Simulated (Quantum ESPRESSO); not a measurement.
# PtS2 (P-3m1) in Quantum ESPRESSO: further runs

The runs below take PtS2 through single point, equation of state, with PBE.

All numbers are computed with Quantum ESPRESSO 7.5; they aren't measurements. Logs are shortened: lines on timing, memory, paths and dates and some standing lists are left out, and cuts for length are marked.

## (1) Starting point

The structure is trigonal, space group P-3m1 (No. 164). The conventional cell has a = 3.543 Å, b = 3.543 Å, c = 5.039 Å, α = 90.00°, β = 90.00°, γ = 120.00°. Pt (site symmetry -3m) has 6 S at 2.34 Å as nearest neighbours. S (site symmetry 3m) has 3 Pt at 2.34 Å as nearest neighbours.

## (2) Single point, PBE, spin-orbit coupling, no magnetisation, 17.17 Å³/atom

pw.in reads:

```
&CONTROL
  calculation = 'scf'
  prefix = 'pwscf'
  outdir = './tmp'
  pseudo_dir = './pseudo'
  tprnfor = .true.
  tstress = .true.
  disk_io = 'nowf'
/
&SYSTEM
  ibrav = 0
  nat = 3
  ntyp = 2
  ecutwfc = 84
  nbnd = 44
  occupations = 'smearing'
  smearing = 'fd'
  degauss = 0.00367493
  noncolin = .true.
  lspinorb = .true.
/
&ELECTRONS
  conv_thr = 6d-10
  electron_maxstep = 120
  mixing_beta = 0.5
/
ATOMIC_SPECIES
Pt   195.0840 Pt.upf
S     32.0600 S.upf
CELL_PARAMETERS angstrom
   3.4708695004    0.0000000000    0.0000000000
  -1.7354347502    3.0058611606    0.0000000000
   0.0000000000    0.0000000000    4.9359384846
ATOMIC_POSITIONS crystal
Pt     0.0000000000    0.0000000000    0.0000000000
S      0.6666666667    0.3333333333    0.7730000000
S      0.3333333333    0.6666666667    0.2270000000
K_POINTS automatic
5 5 3 0 0 0
```

Potentials or basis: PseudoDojo 0.4 FR PBE standard.

On the command line:

```bash
OMP_NUM_THREADS=1 pw.x -in pw.in > pw.out
```

pw.out:

```text
This program is part of the open-source Quantum ESPRESSO suite
     for quantum simulation of materials; please cite
         "P. Giannozzi et al., J. Phys.:Condens. Matter 21 395502 (2009);
         "P. Giannozzi et al., J. Phys.:Condens. Matter 29 465901 (2017);
         "P. Giannozzi et al., J. Chem. Phys. 152 154105 (2020);
     in publications or presentations arising from this work. More details at

     Message from routine setup:
     using ibrav=0 with symmetry is DISCOURAGED, use correct ibrav instead

     G-vector sticks info
     --------------------
     sticks:   dense  smooth     PW     G-vecs:    dense   smooth      PW
     Sum        1003    1003    283                36157    36157    5471

     Using Slab Decomposition

     bravais-lattice index     =            0
     lattice parameter (alat)  =       6.5590  a.u.
     unit-cell volume          =     347.5150 (a.u.)^3
     number of atoms/cell      =            3
     number of atomic types    =            2
     number of electrons       =        30.00
     number of Kohn-Sham states=           44
     kinetic-energy cutoff     =      84.0000  Ry
     charge density cutoff     =     336.0000  Ry
     scf convergence threshold =      6.0E-10
     mixing beta               =       0.5000
     number of iterations used =            8  plain     mixing
     Exchange-correlation= PBE
                           (   1   4   3   4   0   0   0)
     Non magnetic calculation with spin-orbit

     celldm(1)=   6.558993  celldm(2)=   0.000000  celldm(3)=   0.000000
     celldm(4)=   0.000000  celldm(5)=   0.000000  celldm(6)=   0.000000

     crystal axes: (cart. coord. in units of alat)
               a(1) = (   1.000000   0.000000   0.000000 )
               a(2) = (  -0.500000   0.866025   0.000000 )
               a(3) = (   0.000000   0.000000   1.422104 )

     reciprocal axes: (cart. coord. in units 2 pi/alat)
               b(1) = (  1.000000  0.577350 -0.000000 )
               b(2) = (  0.000000  1.154701  0.000000 )
               b(3) = (  0.000000 -0.000000  0.703183 )

     PseudoPot. # 1 for Pt read from file:
     Pt.upf
     Pseudo is Norm-conserving + core correction, Zval = 18.0
     Generated using ONCVPSP code by D. R. Hamann
     Using radial grid of 1374 points, 14 beta functions with:
                l(1) =   0
                l(2) =   0
                l(3) =   1
                l(4) =   1
                l(5) =   1
                l(6) =   1
                l(7) =   2
                l(8) =   2
                l(9) =   2
               l(10) =   2
               l(11) =   3
               l(12) =   3
               l(13) =   3
               l(14) =   3

     PseudoPot. # 2 for S  read from file:
     S.upf
     Pseudo is Norm-conserving + core correction, Zval =  6.0
     Generated using ONCVPSP code by D. R. Hamann
     Using radial grid of 1146 points, 10 beta functions with:
                l(1) =   0
                l(2) =   0
                l(3) =   1
                l(4) =   1
                l(5) =   1
                l(6) =   1
                l(7) =   2
                l(8) =   2
                l(9) =   2
               l(10) =   2

     atomic species   valence    mass     pseudopotential
     Pt               18.00   195.08400     Pt( 1.00)
     S                 6.00    32.06000     S ( 1.00)

     12 Sym. Ops., with inversion, found

   Cartesian axes

     site n.     atom                  positions (alat units)
         1        Pt     tau(   1) = (   0.0000000   0.0000000   0.0000000  )
         2        S      tau(   2) = (   0.5000000   0.2886751   1.0992866  )
         3        S      tau(   3) = (  -0.0000000   0.5773503   0.3228177  )

     number of k points=    12  Fermi-Dirac smearing, width (Ry)=  0.0037
                       cart. coord. in units 2pi/alat
        k(    1) = (   0.0000000   0.0000000   0.0000000), wk =   0.0133333
        k(    2) = (   0.0000000   0.0000000   0.2343944), wk =   0.0266667
        k(    3) = (   0.0000000   0.2309401   0.0000000), wk =   0.0800000
        k(    4) = (   0.0000000   0.2309401   0.2343944), wk =   0.0800000
        k(    5) = (   0.0000000   0.4618802   0.0000000), wk =   0.0800000
        k(    6) = (   0.0000000   0.4618802   0.2343944), wk =   0.0800000
        k(    7) = (   0.2000000   0.3464102   0.0000000), wk =   0.0800000
        k(    8) = (   0.2000000   0.3464102   0.2343944), wk =   0.1600000
        k(    9) = (   0.2000000   0.5773503   0.0000000), wk =   0.0800000
        k(   10) = (   0.2000000   0.5773503   0.2343944), wk =   0.1600000
        k(   11) = (   0.0000000   0.2309401  -0.2343944), wk =   0.0800000
        k(   12) = (   0.0000000   0.4618802  -0.2343944), wk =   0.0800000

     Dense  grid:    36157 G-vectors     FFT dimensions: (  40,  40,  60)

     Initial potential from superposition of free atoms

     starting charge      29.9998, renormalised to      30.0000
     Starting wfcs are   36 randomized atomic wfcs +    8 random wfcs

     Self-consistent Calculation

     iteration #  1     ecut=    84.00 Ry     beta= 0.50
     Davidson diagonalization with overlap
     ethr =  1.00E-02,  avg # of iterations =  6.9

     total energy              =    -305.61167058 Ry
     estimated scf accuracy    <       0.46547067 Ry

     iteration #  2     ecut=    84.00 Ry     beta= 0.50
     Davidson diagonalization with overlap
     ethr =  1.55E-03,  avg # of iterations =  2.7

     total energy              =    -305.73100482 Ry
     estimated scf accuracy    <       0.51182529 Ry

     iteration #  3     ecut=    84.00 Ry     beta= 0.50
     Davidson diagonalization with overlap
     ethr =  1.55E-03,  avg # of iterations =  1.4

     total energy              =    -305.81548713 Ry
     estimated scf accuracy    <       0.00506653 Ry

     iteration #  4     ecut=    84.00 Ry     beta= 0.50
     Davidson diagonalization with overlap
     ethr =  1.69E-05,  avg # of iterations =  7.9

     total energy              =    -305.81644714 Ry
     estimated scf accuracy    <       0.00092645 Ry

     iteration #  5     ecut=    84.00 Ry     beta= 0.50
     Davidson diagonalization with overlap
     ethr =  3.09E-06,  avg # of iterations =  2.8
[... 8 lines left out ...]
     total energy              =    -305.81655934 Ry
     estimated scf accuracy    <       0.00000060 Ry

     iteration #  7     ecut=    84.00 Ry     beta= 0.50
     Davidson diagonalization with overlap
     ethr =  2.00E-09,  avg # of iterations =  2.0

     total energy              =    -305.81655950 Ry
     estimated scf accuracy    <       0.00000005 Ry

     iteration #  8     ecut=    84.00 Ry     beta= 0.50
     Davidson diagonalization with overlap
     ethr =  1.72E-10,  avg # of iterations =  2.2

     total energy              =    -305.81655950 Ry
     estimated scf accuracy    <          7.1E-09 Ry

     iteration #  9     ecut=    84.00 Ry     beta= 0.50
     Davidson diagonalization with overlap
     ethr =  2.38E-11,  avg # of iterations =  2.4

     End of self-consistent calculation

          k = 0.0000 0.0000 0.0000 (  4551 PWs)   bands (ev):

   -87.4256 -87.4256 -52.7197 -52.7197 -37.8396 -37.8396 -37.7225 -37.7225
    -3.9727  -3.9727  -0.3108  -0.3108   4.3296   4.3296   4.5933   4.5933
     4.8515   4.8515   7.6979   7.6979   7.9541   7.9541  10.3854  10.3854
    10.8142  10.8142  11.1314  11.1314  12.0269  12.0269  14.7149  14.7149
    15.0339  15.0339  16.8372  16.8372  18.5052  18.5052  19.6083  19.6083
    20.3215  20.3215  24.4650  24.4659

          k = 0.0000 0.0000 0.2344 (  4527 PWs)   bands (ev):

   -87.4256 -87.4256 -52.7197 -52.7197 -37.8396 -37.8396 -37.7225 -37.7225
    -3.7614  -3.7614  -0.9139  -0.9139   4.3441   4.3441   4.7135   4.7135
     5.7147   5.7147   7.7396   7.7396   7.9304   7.9304   9.8131   9.8131
    10.6814  10.6814  10.9662  10.9662  11.5385  11.5385  15.1216  15.1216
    15.4353  15.4353  17.1650  17.1650  19.3323  19.3323  19.7785  19.7785
    20.1662  20.1662  22.5032  22.5033

          k = 0.0000 0.2309 0.0000 (  4535 PWs)   bands (ev):

   -87.4254 -87.4254 -52.7213 -52.7213 -37.8501 -37.8501 -37.7243 -37.7243
    -3.4001  -3.4001  -0.7007  -0.7007   4.7011   4.7011   5.0720   5.0720
     5.3598   5.3598   6.9924   6.9924   7.5771   7.5771   9.1943   9.1943
    10.6119  10.6119  11.0078  11.0078  11.9417  11.9417  13.7742  13.7742
    14.6793  14.6793  17.8350  17.8350  19.7665  19.7665  20.5625  20.5625
    21.4037  21.4037  21.8852  21.8852

          k = 0.0000 0.2309 0.2344 (  4524 PWs)   bands (ev):

   -87.4254 -87.4254 -52.7213 -52.7213 -37.8501 -37.8501 -37.7244 -37.7244
    -3.2010  -3.2010  -1.0783  -1.0783   4.4575   4.4575   4.9431   4.9431
     6.1297   6.1297   6.9686   6.9686   7.5758   7.5758   9.2082   9.2082
    10.7509  10.7509  10.9635  10.9635  12.1111  12.1111  13.6271  13.6271
    14.2892  14.2892  17.5820  17.5820  19.3756  19.3756  20.6396  20.6396
    21.7487  21.7487  22.2052  22.2052
[... 30 lines left out ...]
   -87.4250 -87.4250 -52.7234 -52.7234 -37.8638 -37.8638 -37.7267 -37.7267
    -2.2740  -2.2740  -1.3288  -1.3288   4.7696   4.7696   5.0980   5.0980
     6.1129   6.1129   6.6820   6.6820   7.3383   7.3383   8.7796   8.7796
     9.8883   9.8883  10.3729  10.3729  11.1810  11.1810  13.6906  13.6906
    14.3647  14.3647  18.8823  18.8823  19.3197  19.3197  20.4857  20.4857
    21.1908  21.1908  22.2535  22.2536

          k = 0.2000 0.5774 0.0000 (  4520 PWs)   bands (ev):

   -87.4249 -87.4249 -52.7247 -52.7247 -37.8722 -37.8722 -37.7283 -37.7283
    -1.5934  -1.5934  -1.4277  -1.4277   4.4363   4.4363   5.2720   5.2720
     6.1081   6.1081   7.0326   7.0326   7.4834   7.4834   8.4182   8.4182
     9.0103   9.0103   9.8460   9.8460  10.9404  10.9404  13.6363  13.6363
    13.9261  13.9261  18.0191  18.0191  19.8439  19.8439  20.6755  20.6755
    22.0849  22.0849  22.4358  22.4358

          k = 0.2000 0.5774 0.2344 (  4521 PWs)   bands (ev):

   -87.4249 -87.4249 -52.7247 -52.7247 -37.8722 -37.8722 -37.7283 -37.7283
    -1.6387  -1.6387  -1.3350  -1.3350   4.3277   4.3277   5.1864   5.1864
     6.1652   6.1652   7.0299   7.0299   7.5148   7.5148   8.4134   8.4134
     8.7654   8.7654  10.0397  10.0397  10.6403  10.6403  13.9841  13.9841
    14.7488  14.7488  18.4893  18.4893  19.4701  19.4701  20.6406  20.6406
    21.4404  21.4404  22.2104  22.2104

          k = 0.0000 0.2309-0.2344 (  4524 PWs)   bands (ev):

   -87.4254 -87.4254 -52.7213 -52.7213 -37.8501 -37.8501 -37.7244 -37.7244
    -3.1858  -3.1858  -1.1206  -1.1206   4.5336   4.5336   4.9751   4.9751
     6.1026   6.1026   7.0411   7.0411   7.5779   7.5779   9.3620   9.3620
    10.4090  10.4090  10.8379  10.8379  11.6473  11.6473  13.7241  13.7241
    14.8593  14.8593  18.3946  18.3946  19.7006  19.7006  20.0590  20.0590
    21.1037  21.1037  21.9612  21.9612

          k = 0.0000 0.4619-0.2344 (  4508 PWs)   bands (ev):

   -87.4250 -87.4250 -52.7239 -52.7239 -37.8674 -37.8674 -37.7269 -37.7269
    -1.9706  -1.9706  -1.4225  -1.4225   4.2595   4.2595   5.3635   5.3635
     6.1377   6.1377   7.0141   7.0141   7.8600   7.8600   8.6902   8.6902
     9.5207   9.5207   9.6789   9.6789  10.4451  10.4451  14.6361  14.6361
    14.9763  14.9763  17.1284  17.1284  18.8317  18.8317  20.4399  20.4399
    21.9149  21.9149  22.2963  22.2964

     the Fermi energy is    12.7943 ev

!    total energy              =    -305.81655950 Ry
     estimated scf accuracy    <          5.4E-10 Ry
     smearing contrib. (-TS)   =      -0.00000002 Ry
     internal energy E=F+TS    =    -305.81655948 Ry

     The total energy is F=E-TS. E is the sum of the following terms:
     one-electron contribution =    -150.36249986 Ry
     hartree contribution      =      87.50983378 Ry
     xc contribution           =     -60.62491834 Ry
     ewald contribution        =    -182.33897506 Ry

     convergence has been achieved in   9 iterations

     Forces acting on atoms (cartesian axes, Ry/au):

     atom    1 type  1   force =     0.00000000    0.00000000    0.00000000
     atom    2 type  2   force =     0.00000000    0.00000000   -0.09160276
     atom    3 type  2   force =    -0.00000000   -0.00000000    0.09160276

     Total force =     0.129546     Total SCF correction =     0.000044

     Computing stress (Cartesian axis) and pressure

          total   stress  (Ry/bohr**3)                   (kbar)     P=      240.29
   0.00180584   0.00000000   0.00000000          265.65        0.00        0.00
   0.00000000   0.00180584   0.00000000            0.00      265.65        0.00
   0.00000000   0.00000000   0.00128877            0.00        0.00      189.58

=------------------------------------------------------------------------------=
   JOB DONE.
=------------------------------------------------------------------------------=
```

It took 81 s on 1 thread of Intel Xeon at 2.60GHz (Ice Lake), shared host; peak memory 0.21 GiB.

What came out:

```
Free energy            : -4160.8463 eV
Pressure               : 24.0 GPa
Largest force          : 2.355 eV/Å
Band gap on the k mesh : 1.37 eV, indirect (least direct gap 1.52 eV)
```

Caveat: the k mesh is coarse (spacing up to 0.42 Å⁻¹), so the values aren't converged; an odd mesh through Γ misses points on the zone boundary, where band edges often lie; forces of over 1 eV/Å show positions far from the minimum, so gaps and moduli don't describe the material at rest.

## (3) Single point, PBE, spin-orbit coupling, no magnetisation, 17.53 Å³/atom

pw.in: that of step 2 with these lines changed.

```diff
@@ -30,5 +30,5 @@
 CELL_PARAMETERS angstrom
-   3.4708695004    0.0000000000    0.0000000000
-  -1.7354347502    3.0058611606    0.0000000000
-   0.0000000000    0.0000000000    4.9359384846
+   3.4953130487    0.0000000000    0.0000000000
+  -1.7476565244    3.0270298944    0.0000000000
+   0.0000000000    0.0000000000    4.9706997601
 ATOMIC_POSITIONS crystal
```

Potentials or basis: PseudoDojo 0.4 FR PBE standard.

On the command line:

```bash
OMP_NUM_THREADS=1 pw.x -in pw.in > pw.out
```

Run time: 81 s. Hardware: 1 thread of Intel Xeon at 2.60GHz (Ice Lake), shared host; peak memory 0.22 GiB.

The run converged. Its results:

```
Free energy            : -4160.9946 eV
Pressure               : 19.4 GPa
Largest force          : 1.973 eV/Å
Band gap on the k mesh : 1.37 eV, indirect (least direct gap 1.49 eV)
```

Caveat: the k mesh is coarse (spacing up to 0.42 Å⁻¹), so the values aren't converged; an odd mesh through Γ misses points on the zone boundary, where band edges often lie; forces of over 1 eV/Å show positions far from the minimum, so gaps and moduli don't describe the material at rest.

## (4) Single point, PBE, spin-orbit coupling, no magnetisation, 17.90 Å³/atom

pw.in: that of step 3 with these lines changed.

```diff
@@ -30,5 +30,5 @@
 CELL_PARAMETERS angstrom
-   3.4953130487    0.0000000000    0.0000000000
-  -1.7476565244    3.0270298944    0.0000000000
-   0.0000000000    0.0000000000    4.9706997601
+   3.5194194177    0.0000000000    0.0000000000
+  -1.7597097089    3.0479066223    0.0000000000
+   0.0000000000    0.0000000000    5.0049815314
 ATOMIC_POSITIONS crystal
```

On the command line:

```bash
OMP_NUM_THREADS=1 pw.x -in pw.in > pw.out
```

Wall time 82 s (1 thread of Intel Xeon at 2.60GHz (Ice Lake), shared host); peak memory 0.22 GiB.

The run converged. Its results:

| Quantity | Value |
| --- | --- |
| Free energy | -4161.1131 eV |
| Pressure | 15.3 GPa |
| Largest force | 1.621 eV/Å |
| Band gap on the k mesh | 1.37 eV, indirect (least direct gap 1.46 eV) |

Caveat: an odd mesh through Γ misses points on the zone boundary, where band edges often lie; forces of over 1 eV/Å show positions far from the minimum, so gaps and moduli don't describe the material at rest.

## (5) Single point, PBE, spin-orbit coupling, no magnetisation, 18.26 Å³/atom

pw.in: that of step 4 with these lines changed.

```diff
@@ -30,5 +30,5 @@
 CELL_PARAMETERS angstrom
-   3.5194194177    0.0000000000    0.0000000000
-  -1.7597097089    3.0479066223    0.0000000000
-   0.0000000000    0.0000000000    5.0049815314
+   3.5432000000    0.0000000000    0.0000000000
+  -1.7716000000    3.0685012107    0.0000000000
+   0.0000000000    0.0000000000    5.0388000000
 ATOMIC_POSITIONS crystal
```

On the command line:

```bash
OMP_NUM_THREADS=1 pw.x -in pw.in > pw.out
```

Run time: 84 s. Hardware: 1 thread of Intel Xeon at 2.60GHz (Ice Lake), shared host; peak memory 0.23 GiB.

Results (log left out):

```yaml
Free_energy: -4161.2047 eV
Pressure: 11.6 GPa
Largest_force: 1.297 eV/Å
Band_gap_on_the_k_mesh: 1.35 eV, indirect (least direct gap 1.43 eV)
```

Caveat: an odd mesh through Γ misses points on the zone boundary, where band edges often lie; forces of over 1 eV/Å show positions far from the minimum, so gaps and moduli don't describe the material at rest.

## (6) Single point, PBE, spin-orbit coupling, no magnetisation, 18.63 Å³/atom

pw.in: that of step 5 with these lines changed.

```diff
@@ -30,5 +30,5 @@
 CELL_PARAMETERS angstrom
-   3.5432000000    0.0000000000    0.0000000000
-  -1.7716000000    3.0685012107    0.0000000000
-   0.0000000000    0.0000000000    5.0388000000
+   3.5666655845    0.0000000000    0.0000000000
+  -1.7833327923    3.0888230030    0.0000000000
+   0.0000000000    0.0000000000    5.0721705089
 ATOMIC_POSITIONS crystal
```

Potentials or basis: PseudoDojo 0.4 FR PBE standard.

On the command line:

```bash
OMP_NUM_THREADS=1 pw.x -in pw.in > pw.out
```

Wall time 82 s (1 thread of Intel Xeon at 2.60GHz (Ice Lake), shared host); peak memory 0.23 GiB.

Results (log left out):

```yaml
Free_energy: -4161.2724 eV
Pressure: 8.2 GPa
Largest_force: 0.998 eV/Å
Band_gap_on_the_k_mesh: 1.31 eV, indirect (least direct gap 1.41 eV)
```

Caveat: an odd mesh through Γ misses points on the zone boundary, where band edges often lie.

## (7) Single point, PBE, spin-orbit coupling, no magnetisation, 18.99 Å³/atom

pw.in: that of step 6 with these lines changed.

```diff
@@ -30,5 +30,5 @@
 CELL_PARAMETERS angstrom
-   3.5666655845    0.0000000000    0.0000000000
-  -1.7833327923    3.0888230030    0.0000000000
-   0.0000000000    0.0000000000    5.0721705089
+   3.5898263996    0.0000000000    0.0000000000
+  -1.7949131998    3.1088808573    0.0000000000
+   0.0000000000    0.0000000000    5.1051076040
 ATOMIC_POSITIONS crystal
```

On the command line:

```bash
OMP_NUM_THREADS=1 pw.x -in pw.in > pw.out
```

Wall time 83 s (1 thread of Intel Xeon at 2.60GHz (Ice Lake), shared host); peak memory 0.23 GiB.

The run converged. Its results:

| Item | Value |
| --- | --- |
| Free energy | -4161.3184 eV |
| Pressure | 5.2 GPa |
| Largest force | 0.723 eV/Å |
| Band gap on the k mesh | 1.28 eV, indirect (least direct gap 1.38 eV) |

Caveat: an odd mesh through Γ misses points on the zone boundary, where band edges often lie.

## (8) Single point, PBE, spin-orbit coupling, no magnetisation, 19.36 Å³/atom

pw.in: that of step 7 with these lines changed.

```diff
@@ -30,5 +30,5 @@
 CELL_PARAMETERS angstrom
-   3.5898263996    0.0000000000    0.0000000000
-  -1.7949131998    3.1088808573    0.0000000000
-   0.0000000000    0.0000000000    5.1051076040
+   3.6126921524    0.0000000000    0.0000000000
+  -1.8063460762    3.1286831800    0.0000000000
+   0.0000000000    0.0000000000    5.1376250896
 ATOMIC_POSITIONS crystal
```

On the command line:

```bash
OMP_NUM_THREADS=1 pw.x -in pw.in > pw.out
```

Wall time 90 s (1 thread of Intel Xeon at 2.60GHz (Ice Lake), shared host); peak memory 0.24 GiB.

Results (log left out):

```yaml
Free_energy: -4161.3451 eV
Pressure: 2.6 GPa
Largest_force: 0.469 eV/Å
Band_gap_on_the_k_mesh: 1.26 eV, indirect (least direct gap 1.36 eV)
```

Caveat: an odd mesh through Γ misses points on the zone boundary, where band edges often lie.

## (9) Equation of state, PBE, spin-orbit coupling, no magnetisation

Potentials or basis: PseudoDojo 0.4 FR PBE standard.

This step only gathers the single runs of the series.

What came out:

```
Equilibrium volume                        : 19.75 Å³/atom (rough: see the caveat)
Bulk modulus at fixed shape and positions : 123 GPa (rough)
```

Energy against volume, from the lowest point:
```csv
volume (Å³/atom),energy (meV/atom)
17.165,166.26
17.531,116.82
17.896,77.33
18.261,46.77
18.626,24.23
18.992,8.89
19.357,0.00
```

Caveat: the k mesh is coarse (spacing up to 0.42 Å⁻¹), so the values aren't converged; the minimum lies outside the volumes run; the cell was scaled at fixed shape and fractional positions, which overstates the stiffness of a crystal with free parameters, most of all of layers and chains.
